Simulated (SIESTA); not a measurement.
Write an ASE script for SIESTA 5.4.2 that does the following.

| Item | Value |
| --- | --- |
| Task | band structure |
| Functional | LDA |
| Potentials or basis | PseudoDojo 0.4 standard (LDA files) |
| Basis | DZP (energy shift 0.003 Ry; two zetas on semicore shells) |
| Grid cutoff | 500 Ry |
| Energy shift | 0.003 Ry |
| k mesh | 8 × 8 × 8 |
| Occupations | fermi-dirac, width 0.05 eV |
| Spin | no spin polarisation |

SnSe:

```xyz
2
Lattice="0.0000 3.0100 3.0100 3.0100 0.0000 3.0100 3.0100 3.0100 0.0000" Properties=species:S:1:pos:R:3 pbc="T T T"
Sn    0.0000    0.0000    0.0000
Se    3.0100    3.0100    3.0100
```

Measurements of this composition are mostly on another form, of space group No. 62.

The input as run:

run.py

```python
from ase import Atoms
from ase.calculators.siesta import Siesta
from ase.units import Ry, GPa

atoms = Atoms(
    ['Sn', 'Se'],
    cell=[
        [0.0, 3.01, 3.01],
        [3.01, 0.0, 3.01],
        [3.01, 3.01, 0.0],
    ],
    scaled_positions=[
        [0.0, 0.0, 0.0],
        [0.5, 0.5, 0.5],
    ],
    pbc=True,
)

fdf = {
    'SCFMustConverge': False,
    'OccupationFunction': 'FD',
    'ElectronicTemperature': '0.05 eV',
    'MaxSCFIterations': '120',
    'SCF.Mixer.Method': 'Pulay',
    'SCF.Mixer.Weight': '0.25',
    'SCF.Mixer.History': '8',
    'SCF.DM.Tolerance': '5.0e-05',
    'SCF.H.Tolerance': '1.0e-03 eV',
    'WriteForces': 'true',
    'Charge.Mulliken': 'end',
    'BandLinesScale': 'ReciprocalLatticeVectors',
    'BandLines': ['  1    0.000000   0.000000   0.000000  \\Gamma', ' 12    0.500000   0.000000   0.500000  X', '  6    0.500000   0.250000   0.750000  W', '  4    0.375000   0.375000   0.750000  K', ' 13    0.000000   0.000000   0.000000  \\Gamma', ' 11    0.500000   0.500000   0.500000  L', '  8    0.625000   0.250000   0.625000  U', '  4    0.500000   0.250000   0.750000  W', '  9    0.500000   0.500000   0.500000  L', '  8    0.375000   0.375000   0.750000  K', '  1    0.625000   0.250000   0.625000  U', '  4    0.500000   0.000000   0.500000  X'],
    'PAO.Basis': ['Sn.1 4', 'n=5 0 2', '  6.393 0.000', 'n=5 1 2', '  8.565 0.000', 'n=4 2 2', '  3.767 0.000', 'n=5 2 1', '  8.565', 'Se.2 4', 'n=4 0 2', '  5.129 0.000', 'n=4 1 2', '  6.695 0.000', 'n=3 2 2', '  2.657 0.000', 'n=4 2 1', '  6.695'],
}
calc = Siesta(
    label="SnSe",
    command="siesta < PREFIX.fdf > PREFIX.out",
    pseudo_path="pseudos",
    pseudo_qualifier="",
    xc=('LDA', 'PW92'),
    basis_set="DZP",
    mesh_cutoff=500 * Ry,
    energy_shift=0.003 * Ry,
    kpts=[8, 8, 8],
    spin="non-polarized",
    fdf_arguments=fdf,
)
atoms.calc = calc

print(f"energy = {atoms.get_potential_energy():.6f} eV")
free = atoms.get_potential_energy(force_consistent=True)
print(f"free energy = {free:.6f} eV")
print("forces (eV/A):")
print(atoms.get_forces(apply_constraint=False).round(6))
print("stress (GPa, Voigt order, tension positive):", (atoms.get_stress() / GPa).round(4))
```

Potentials or basis: PseudoDojo 0.4 standard (LDA files), DZP (energy shift 0.003 Ry; two zetas on semicore shells).

The run is started by

```console
$ python run.py
```

Results of the run:

```
Pressure                : -1.8 GPa
Band gap along the path : 0.02 eV, direct
```

Caveat: spin-orbit coupling is left out, which moves the levels of the heavy elements; the basis of atomic orbitals isn't converged, which shifts pressures, moduli and gaps.

Run time: 37 s on 1 thread of Arm Neoverse V1 (shared host), peak memory 0.22 GiB.
